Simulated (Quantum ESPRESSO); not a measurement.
# KTaO3 (Pm-3m) in Quantum ESPRESSO: a series of runs, part 2 of 4

Quantum ESPRESSO 7.5. Earlier steps stand in the parts before.

### Step 3. Wannier functions, PBEsol

Contents of pw.in:

```
&CONTROL
  calculation = 'scf'
  prefix = 'pwscf'
  outdir = './tmp'
  pseudo_dir = './pseudo'
  tprnfor = .true.
  tstress = .true.
  disk_io = 'low'
/
&SYSTEM
  ibrav = 0
  A = 3.9883
  nat = 5
  ntyp = 3
  ecutwfc = 56
  ecutrho = 448
  nbnd = 28
  occupations = 'smearing'
  smearing = 'fd'
  degauss = 0.00367493
/
&ELECTRONS
  conv_thr = 1d-09
  electron_maxstep = 120
  mixing_beta = 0.5
/
ATOMIC_SPECIES
Ta   180.9479 ta_pbesol_v1.uspp.F.UPF
K     39.0983 k_pbesol_v1.4.uspp.F.UPF
O     15.9990 o_pbesol_v1.2.uspp.F.UPF
CELL_PARAMETERS alat
   1.0000000000    0.0000000000    0.0000000000
   0.0000000000    1.0000000000    0.0000000000
   0.0000000000    0.0000000000    1.0000000000
ATOMIC_POSITIONS alat
Ta     0.0000000000    0.0000000000    0.0000000000
K      0.5000000000    0.5000000000    0.5000000000
O      0.0000000000    0.0000000000    0.5000000000
O      0.0000000000    0.5000000000    0.0000000000
O      0.5000000000    0.0000000000    0.0000000000
K_POINTS automatic
4 4 4 0 0 0
```

nscf.in is that of step 2.

Contents of pw2wan.in:

```
&INPUTPP
  prefix = 'pwscf'
  outdir = './tmp'
  seedname = 'w'
  write_mmn = .true.
  write_amn = .true.
/
```

bands.in is that of step 2.

Changes to w.win since step 2:

```diff
@@ -3,3 +3,3 @@
 guiding_centres = true
-dis_froz_max = 12.8
+dis_froz_max = 11.8
 dis_num_iter = 600
@@ -7,3 +7,3 @@
 dis_conv_tol = 1.0d-9
-num_iter = 1200
+num_iter = 0
 search_shells = 100
```

Potentials or basis: GBRV 1.5 PBEsol.

Command:

```sh
$ OMP_NUM_THREADS=1 pw.x -in pw.in > pw.out
$ OMP_NUM_THREADS=1 pw.x -in nscf.in > nscf.out
$ wannier90.x -pp w
$ OMP_NUM_THREADS=1 pw2wannier90.x -in pw2wan.in > pw2wan.out
$ wannier90.x w
$ OMP_NUM_THREADS=1 pw.x -in bands.in > bands.out
```

pw.out:

```text
This program is part of the open-source Quantum ESPRESSO suite
     for quantum simulation of materials; please cite
         "P. Giannozzi et al., J. Phys.:Condens. Matter 21 395502 (2009);
         "P. Giannozzi et al., J. Phys.:Condens. Matter 29 465901 (2017);
         "P. Giannozzi et al., J. Chem. Phys. 152 154105 (2020);
     in publications or presentations arising from this work. More details at

     Message from routine setup:
     using ibrav=0 with symmetry is DISCOURAGED, use correct ibrav instead

     G-vector sticks info
     --------------------
     sticks:   dense  smooth     PW     G-vecs:    dense   smooth      PW
     Sum        2025    1005    293                68507    24207    3911

     Using Slab Decomposition

     bravais-lattice index     =            0
     lattice parameter (alat)  =       7.5368  a.u.
     unit-cell volume          =     428.1146 (a.u.)^3
     number of atoms/cell      =            5
     number of atomic types    =            3
     number of electrons       =        40.00
     number of Kohn-Sham states=           28
     kinetic-energy cutoff     =      56.0000  Ry
     charge density cutoff     =     448.0000  Ry
     scf convergence threshold =      1.0E-09
     mixing beta               =       0.5000
     number of iterations used =            8  plain     mixing
     Exchange-correlation= SLA  PW   PSX  PSC
                           (   1   4  10   8   0   0   0)

[... 245 lines left out ...]
     7.0237   7.2323   7.2323   8.6443  13.7280  13.7280  15.0151  16.3589
    18.7125  19.0472  20.4466  20.4466
[... 10 lines left out ...]
   -58.8174 -25.4219 -25.3770 -25.3765 -18.3887  -7.9436  -7.5800  -7.1357
    -2.1761  -2.0907  -2.0061   3.2049   4.7290   4.8564   4.8621   5.1520
     5.6680   7.8659   8.0026   8.2370  13.2445  14.1873  14.2969  18.2346
    18.3278  18.3706  19.0071  19.1814

          k = 0.2500-0.5000-0.5000 (  3060 PWs)   bands (ev):

   -58.8173 -25.4195 -25.4195 -25.3748 -18.3809  -7.7268  -7.1306  -7.1306
    -2.1934  -2.1934  -2.1487   3.1455   3.2707   4.4120   4.9418   5.1291
     5.1291   8.1198   8.1198   8.6643  14.2860  14.2860  15.0875  17.6900
    18.5789  18.5789  19.4343  19.5867

          k =-0.5000-0.5000-0.5000 (  3016 PWs)   bands (ev):

   -58.8172 -25.4174 -25.4174 -25.4174 -18.3727  -7.0844  -7.0844  -7.0844
    -2.3341  -2.3341  -2.3341   3.1039   3.2783   3.2783   4.7440   4.7440
     4.7440   8.6847   8.6847   8.6847  15.1551  15.1551  15.1551  17.4831
    17.4831  17.4831  19.3219  21.4237

     the Fermi energy is     9.7454 ev

!    total energy              =    -295.92399767 Ry
     estimated scf accuracy    <          8.7E-10 Ry
     smearing contrib. (-TS)   =      -0.00000000 Ry
     internal energy E=F+TS    =    -295.92399767 Ry

     The total energy is F=E-TS. E is the sum of the following terms:
     one-electron contribution =     -72.52114799 Ry
     hartree contribution      =      56.67170195 Ry
     xc contribution           =     -72.71007880 Ry
     ewald contribution        =    -207.36447283 Ry

     convergence has been achieved in  12 iterations

     negative rho (up, down):  9.821E-02 0.000E+00

     Forces acting on atoms (cartesian axes, Ry/au):

     atom    1 type  1   force =     0.00000000    0.00000000    0.00000000
     atom    2 type  2   force =     0.00000000    0.00000000    0.00000000
     atom    3 type  3   force =     0.00000000    0.00000000    0.00000000
     atom    4 type  3   force =     0.00000000    0.00000000    0.00000000
     atom    5 type  3   force =     0.00000000    0.00000000    0.00000000

     Total force =     0.000000     Total SCF correction =     0.000000

     Computing stress (Cartesian axis) and pressure

     negative rho (up, down):  9.821E-02 0.000E+00
          total   stress  (Ry/bohr**3)                   (kbar)     P=       -0.70
  -0.00000477   0.00000000   0.00000000           -0.70        0.00        0.00
   0.00000000  -0.00000477   0.00000000            0.00       -0.70        0.00
   0.00000000   0.00000000  -0.00000477            0.00        0.00       -0.70

=------------------------------------------------------------------------------=
   JOB DONE.
=------------------------------------------------------------------------------=
```

nscf.out:

```text
This program is part of the open-source Quantum ESPRESSO suite
     for quantum simulation of materials; please cite
         "P. Giannozzi et al., J. Phys.:Condens. Matter 21 395502 (2009);
         "P. Giannozzi et al., J. Phys.:Condens. Matter 29 465901 (2017);
         "P. Giannozzi et al., J. Chem. Phys. 152 154105 (2020);
     in publications or presentations arising from this work. More details at

[... 749 lines left out ...]
    23.8736  23.8736  24.8993  26.5517  26.6245  26.6245  29.5475  29.9342
    29.9342  32.2021  32.2021

     the Fermi energy is     9.7748 ev
     (compare with:     9.7454 eV, computed in scf)

=------------------------------------------------------------------------------=
   JOB DONE.
=------------------------------------------------------------------------------=
```

w-pp.out:

```text
----------------------------------------------------+
 |                           b_k Directions (Ang^-1)                          |
 |                           -----------------------                          |
 |            No.           x           y           z                         |
 |            ---        --------------------------------                     |
 |             1         0.000000    0.000000    0.393851                     |
 |             2         0.000000    0.393851    0.000000                     |
 |             3         0.393851    0.000000    0.000000                     |
 +----------------------------------------------------------------------------+

 Time to get kmesh              0.112 (sec)
 *============================================================================*
 |                              MEMORY ESTIMATE                               |
 *============================================================================*
 |                        Disentanglement           14.67 Mb                  |
 |                            Wannierise:           11.16 Mb                  |
 |                          plot_wannier:           11.16 Mb                  |
 *----------------------------------------------------------------------------*

 Starting a new Wannier90 calculation ...

 Time to write kmesh            0.130 (sec)

 Exiting... w.nnkp written.
```

Run time: 11 min. Hardware: 1 thread of AMD EPYC (Zen 3), shared host; peak memory 0.49 GiB.

What came out:

- Free energy: -4026.2511 eV
- Pressure: -0.1 GPa
- Band gap on the k mesh: 2.11 eV, indirect (least direct gap 2.74 eV)
- Band gap along the path: 2.11 eV, indirect (least direct gap 2.75 eV)
- Total Wannier spread: 94.08 Å² over 25 functions
- RMS miss of the Wannier bands: 0.008 eV

Levels at the corners of the path, in eV from the valence-band top:
| point | band 18 | band 19 | band 20 | band 21 | band 22 | band 23 |
| --- | --- | --- | --- | --- | --- | --- |
| Γ | -0.63 | -0.63 | -0.63 | 2.11 | 2.11 | 2.11 |
| X | -1.55 | -0.86 | -0.86 | 2.28 | 5.00 | 5.00 |
| M | -1.45 | -1.45 | -0.04 | 5.04 | 5.04 | 6.33 |
| Γ | -0.63 | -0.63 | -0.63 | 2.11 | 2.11 | 2.11 |
| R | 0.00 | 0.00 | 0.00 | 6.47 | 6.47 | 6.47 |
| X | -1.55 | -0.86 | -0.86 | 2.28 | 5.00 | 5.00 |
| M | -1.45 | -1.45 | -0.04 | 5.04 | 5.04 | 6.33 |
| R | 0.00 | 0.00 | 0.00 | 6.47 | 6.47 | 6.47 |

Wannier functions:
| function | nearest atom | distance (Å) | spread (Å²) | on-site energy from the reference level (eV) |
| --- | --- | --- | --- | --- |
| 1 | 1 Ta | 0.00 | 4.16 | 9.96 |
| 2 | 1 Ta | 0.00 | 5.50 | 12.08 |
| 3 | 1 Ta | 0.02 | 5.51 | 12.08 |
| 4 | 1 Ta | 0.01 | 4.61 | 11.90 |
| 5 | 1 Ta | 0.00 | 0.93 | 4.05 |
| 6 | 1 Ta | 0.00 | 1.57 | 2.17 |
| 7 | 1 Ta | 0.00 | 1.56 | 2.18 |
| 8 | 1 Ta | 0.00 | 0.93 | 4.05 |
| 9 | 1 Ta | 0.00 | 1.57 | 2.18 |
| 10 | 2 K | 1.21 | 58.55 | 10.53 |
| 11 | 2 K | 0.00 | 0.68 | -11.67 |
| 12 | 2 K | 0.00 | 0.68 | -11.67 |
| 13 | 2 K | 0.00 | 0.68 | -11.67 |
| 14 | 3 O | 0.00 | 0.61 | -16.23 |
| 15 | 3 O | 0.00 | 0.55 | -2.27 |
| 16 | 3 O | 0.00 | 0.61 | -2.14 |
| 17 | 3 O | 0.00 | 0.62 | -2.15 |
| 18 | 4 O | 0.00 | 0.60 | -16.24 |
| 19 | 4 O | 0.00 | 0.60 | -2.13 |
| 20 | 4 O | 0.00 | 0.60 | -2.13 |
| 21 | 4 O | 0.00 | 0.55 | -2.27 |
| 22 | 5 O | 0.00 | 0.61 | -16.23 |
| 23 | 5 O | 0.00 | 0.61 | -2.14 |
| 24 | 5 O | 0.00 | 0.55 | -2.27 |
| 25 | 5 O | 0.00 | 0.62 | -2.15 |

Parts of the spread (Å²): invariant 18.24, diagonal 51.137, off-diagonal 24.70, total 94.08. Against the direct bands the interpolation misses by 8 meV (root mean square) and 82 meV at most, for states up to 1 eV over the reference level.

Caveat: spin-orbit coupling is left out, which moves the levels of the heavy elements.

### Step 4. Wannier functions, PBEsol

pw.in is that of step 3.

nscf.in is that of step 3.

pw2wan.in, as its differences from that of step 3:

```diff
@@ -6,2 +6,6 @@
   write_amn = .true.
+  scdm_proj = .true.
+  scdm_entanglement = 'erfc'
+  scdm_mu = 14.8
+  scdm_sigma = 3
 /
```

bands.in is that of step 3.

Changes to w.win since step 3:

```diff
@@ -2,8 +2,5 @@
 num_bands = 38
-guiding_centres = true
-dis_froz_max = 11.8
-dis_num_iter = 600
-dis_mix_ratio = 0.5
-dis_conv_tol = 1.0d-9
-num_iter = 0
+auto_projections = true
+dis_num_iter = 0
+num_iter = 1200
 search_shells = 100
@@ -18,7 +15,2 @@
 exclude_bands = 1-5
-begin projections
-Ta: s;p;d
-K: s;p
-O: s;p
-end projections
 begin unit_cell_cart
```

Potentials or basis: GBRV 1.5 PBEsol.

Command:

```sh
$ OMP_NUM_THREADS=1 pw.x -in pw.in > pw.out
$ OMP_NUM_THREADS=1 pw.x -in nscf.in > nscf.out
$ wannier90.x -pp w
$ OMP_NUM_THREADS=1 pw2wannier90.x -in pw2wan.in > pw2wan.out
$ wannier90.x w
$ OMP_NUM_THREADS=1 pw.x -in bands.in > bands.out
```

pw.out:

```text
This program is part of the open-source Quantum ESPRESSO suite
     for quantum simulation of materials; please cite
[... 9 lines left out ...]
     --------------------
     sticks:   dense  smooth     PW     G-vecs:    dense   smooth      PW
     Sum        2025    1005    293                68507    24207    3911

     Using Slab Decomposition

     bravais-lattice index     =            0
     lattice parameter (alat)  =       7.5368  a.u.
     unit-cell volume          =     428.1146 (a.u.)^3
     number of atoms/cell      =            5
     number of atomic types    =            3
     number of electrons       =        40.00
     number of Kohn-Sham states=           28
     kinetic-energy cutoff     =      56.0000  Ry
     charge density cutoff     =     448.0000  Ry
     scf convergence threshold =      1.0E-09
     mixing beta               =       0.5000
     number of iterations used =            8  plain     mixing
     Exchange-correlation= SLA  PW   PSX  PSC
                           (   1   4  10   8   0   0   0)

     celldm(1)=   7.536795  celldm(2)=   0.000000  celldm(3)=   0.000000
     celldm(4)=   0.000000  celldm(5)=   0.000000  celldm(6)=   0.000000

     crystal axes: (cart. coord. in units of alat)
               a(1) = (   1.000000   0.000000   0.000000 )
               a(2) = (   0.000000   1.000000   0.000000 )
               a(3) = (   0.000000   0.000000   1.000000 )

     reciprocal axes: (cart. coord. in units 2 pi/alat)
               b(1) = (  1.000000  0.000000  0.000000 )
               b(2) = (  0.000000  1.000000  0.000000 )
               b(3) = (  0.000000  0.000000  1.000000 )

     PseudoPot. # 1 for Ta read from file:
     ta_pbesol_v1.uspp.F.UPF
     Pseudo is Ultrasoft + core correction, Zval = 13.0
     Generated by new atomic code, or converted to UPF format
     Using radial grid of  921 points,  7 beta functions with:
                l(1) =   0
                l(2) =   0
                l(3) =   1
                l(4) =   1
                l(5) =   2
                l(6) =   2
                l(7) =   3
     Q(r) pseudized with  6 coefficients,  rinner =    1.300   1.300   1.300
                                                       1.300   1.300   1.300
                                                       1.300

     PseudoPot. # 2 for K  read from file:
     k_pbesol_v1.4.uspp.F.UPF
     Pseudo is Ultrasoft + core correction, Zval =  9.0
     Generated by new atomic code, or converted to UPF format
     Using radial grid of  841 points,  6 beta functions with:
[... 92 lines left out ...]
     Davidson diagonalization with overlap
     c_bands:  1 eigenvalues not converged
     ethr =  8.59E-05,  avg # of iterations =  8.7

     negative rho (up, down):  9.789E-02 0.000E+00

     total energy              =    -295.92241280 Ry
     estimated scf accuracy    <       0.00633566 Ry
[... 64 lines left out ...]
     iteration # 12     ecut=    56.00 Ry     beta= 0.50
     Davidson diagonalization with overlap
     ethr =  6.79E-11,  avg # of iterations =  2.0

     negative rho (up, down):  9.821E-02 0.000E+00

     End of self-consistent calculation

          k = 0.0000 0.0000 0.0000 (  2969 PWs)   bands (ev):

   -58.8177 -25.3390 -25.3390 -25.3390 -18.4334  -8.7539  -8.0333  -8.0333
    -2.0584  -2.0584  -2.0584   6.2426   6.2426   6.2426   7.6063   7.6063
     7.6063   8.0532   8.0532   8.0532  10.7982  10.7982  10.7982  15.1515
    15.4784  15.4784  16.6151  16.6151
[... 24 lines left out ...]
   -58.8175 -25.4242 -25.3788 -25.3333 -18.3966  -8.3977  -7.7001  -7.1416
    -2.0378  -1.9832  -1.9827   3.2030   4.7199   4.8305   5.9527   6.1110
     7.0336   7.2497   7.2711   8.1391  12.4149  13.7080  14.1930  16.2328
    18.3614  18.4806  18.7171  19.5981

          k = 0.0000-0.5000-0.5000 (  3048 PWs)   bands (ev):

   -58.8174 -25.4217 -25.4217 -25.3315 -18.3891  -8.2727  -7.1749  -7.1749
    -2.0529  -2.0529  -1.9468   3.1262   3.2632   4.0690   5.8074   5.8074
     7.0237   7.2323   7.2323   8.6443  13.7280  13.7280  15.0151  16.3589
    18.7125  19.0472  20.4466  20.4466
[... 10 lines left out ...]
   -58.8174 -25.4219 -25.3770 -25.3765 -18.3887  -7.9436  -7.5800  -7.1357
    -2.1761  -2.0907  -2.0061   3.2049   4.7290   4.8564   4.8621   5.1520
     5.6680   7.8659   8.0026   8.2370  13.2445  14.1873  14.2969  18.2346
    18.3278  18.3706  19.0071  19.1814

          k = 0.2500-0.5000-0.5000 (  3060 PWs)   bands (ev):

   -58.8173 -25.4195 -25.4195 -25.3748 -18.3809  -7.7268  -7.1306  -7.1306
    -2.1934  -2.1934  -2.1487   3.1455   3.2707   4.4120   4.9418   5.1291
     5.1291   8.1198   8.1198   8.6643  14.2860  14.2860  15.0875  17.6900
    18.5789  18.5789  19.4343  19.5867

          k =-0.5000-0.5000-0.5000 (  3016 PWs)   bands (ev):

   -58.8172 -25.4174 -25.4174 -25.4174 -18.3727  -7.0844  -7.0844  -7.0844
    -2.3341  -2.3341  -2.3341   3.1039   3.2783   3.2783   4.7440   4.7440
     4.7440   8.6847   8.6847   8.6847  15.1551  15.1551  15.1551  17.4831
    17.4831  17.4831  19.3219  21.4237

     the Fermi energy is     9.7454 ev

!    total energy              =    -295.92399767 Ry
     estimated scf accuracy    <          8.7E-10 Ry
     smearing contrib. (-TS)   =      -0.00000000 Ry
     internal energy E=F+TS    =    -295.92399767 Ry

     The total energy is F=E-TS. E is the sum of the following terms:
     one-electron contribution =     -72.52114799 Ry
     hartree contribution      =      56.67170195 Ry
     xc contribution           =     -72.71007880 Ry
     ewald contribution        =    -207.36447283 Ry

     convergence has been achieved in  12 iterations

     negative rho (up, down):  9.821E-02 0.000E+00

     Forces acting on atoms (cartesian axes, Ry/au):

     atom    1 type  1   force =     0.00000000    0.00000000    0.00000000
     atom    2 type  2   force =     0.00000000    0.00000000    0.00000000
     atom    3 type  3   force =     0.00000000    0.00000000    0.00000000
     atom    4 type  3   force =     0.00000000    0.00000000    0.00000000
     atom    5 type  3   force =     0.00000000    0.00000000    0.00000000

     Total force =     0.000000     Total SCF correction =     0.000000

     Computing stress (Cartesian axis) and pressure

     negative rho (up, down):  9.821E-02 0.000E+00
          total   stress  (Ry/bohr**3)                   (kbar)     P=       -0.70
  -0.00000477   0.00000000   0.00000000           -0.70        0.00        0.00
   0.00000000  -0.00000477   0.00000000            0.00       -0.70        0.00
   0.00000000   0.00000000  -0.00000477            0.00        0.00       -0.70

=------------------------------------------------------------------------------=
   JOB DONE.
=------------------------------------------------------------------------------=
```

Run time: 10 min. Hardware: 1 thread of AMD EPYC (Zen 3), shared host; peak memory 0.49 GiB.

What came out:

* Free energy: -4026.2511 eV
* Pressure: -0.1 GPa
* Band gap on the k mesh: 2.11 eV, indirect (least direct gap 2.74 eV)
* Band gap along the path: 2.11 eV, indirect (least direct gap 2.75 eV)
* Total Wannier spread: 39.04 Å² over 25 functions
* RMS miss of the Wannier bands: 0.018 eV

Levels at the corners of the path, in eV from the valence-band top:
| point | band 16 | band 17 | band 18 | band 19 | band 20 | band 21 | band 22 | band 23 | band 24 | band 25 |
| --- | --- | --- | --- | --- | --- | --- | --- | --- | --- | --- |
| Γ | -1.08 | -1.08 | -0.63 | -0.63 | -0.63 | 2.11 | 2.11 | 2.11 | 6.47 | 6.79 |
| X | -2.35 | -2.18 | -1.55 | -0.86 | -0.86 | 2.28 | 5.00 | 5.00 | 6.84 | 8.43 |
| M | -2.88 | -1.66 | -1.45 | -1.45 | -0.04 | 5.04 | 5.04 | 6.33 | 7.67 | 10.03 |
| Γ | -1.08 | -1.08 | -0.63 | -0.63 | -0.63 | 2.11 | 2.11 | 2.11 | 6.47 | 6.79 |
| R | -3.94 | -3.94 | 0.00 | 0.00 | 0.00 | 6.47 | 6.47 | 6.47 | 8.80 | 8.80 |
| X | -2.35 | -2.18 | -1.55 | -0.86 | -0.86 | 2.28 | 5.00 | 5.00 | 6.84 | 8.43 |
| M | -2.88 | -1.66 | -1.45 | -1.45 | -0.04 | 5.04 | 5.04 | 6.33 | 7.67 | 10.03 |
| R | -3.94 | -3.94 | 0.00 | 0.00 | 0.00 | 6.47 | 6.47 | 6.47 | 8.80 | 8.80 |

Wannier functions:
| function | nearest atom | distance (Å) | spread (Å²) | on-site energy from the reference level (eV) |
| --- | --- | --- | --- | --- |
| 1 | 4 O | 0.35 | 0.87 | -6.58 |
| 2 | 5 O | 0.37 | 0.91 | -6.66 |
| 3 | 3 O | 0.35 | 0.85 | -6.74 |
| 4 | 4 O | 0.32 | 0.71 | -6.33 |
| 5 | 5 O | 0.30 | 0.72 | -6.46 |
| 6 | 3 O | 0.30 | 0.59 | -5.56 |
| 7 | 4 O | 0.30 | 0.60 | -5.47 |
| 8 | 3 O | 0.31 | 0.63 | -5.84 |
| 9 | 5 O | 0.31 | 0.60 | -5.45 |
| 10 | 3 O | 0.30 | 0.59 | -5.56 |
| 11 | 4 O | 0.30 | 0.60 | -5.37 |
| 12 | 5 O | 0.29 | 0.60 | -5.47 |
| 13 | 2 K | 0.37 | 1.88 | -2.11 |
| 14 | 2 K | 0.35 | 1.66 | -3.45 |
| 15 | 2 K | 0.36 | 1.74 | -2.56 |
| 16 | 1 Ta | 0.01 | 1.32 | 2.13 |
| 17 | 1 Ta | 0.01 | 1.32 | 2.16 |
| 18 | 1 Ta | 0.01 | 1.33 | 2.15 |
| 19 | 1 Ta | 0.11 | 3.05 | 5.31 |
| 20 | 1 Ta | 0.06 | 2.45 | 4.94 |
| 21 | 2 K | 0.22 | 3.95 | 7.67 |
| 22 | 2 K | 0.92 | 4.35 | 7.09 |
| 23 | 2 K | 1.06 | 4.06 | 6.47 |
| 24 | 2 K | 0.40 | 1.82 | -2.42 |
| 25 | 2 K | 0.32 | 1.85 | -3.00 |

Parts of the spread (Å²): invariant 29.41, diagonal 0.530, off-diagonal 9.11, total 39.04. Against the direct bands the interpolation misses by 18 meV (root mean square) and 130 meV at most, for states up to 1 eV over the reference level.

Caveat: spin-orbit coupling is left out, which moves the levels of the heavy elements. As with any semilocal functional, this PBEsol gap is likely too small.

(Part 2 of 4 ends here.)
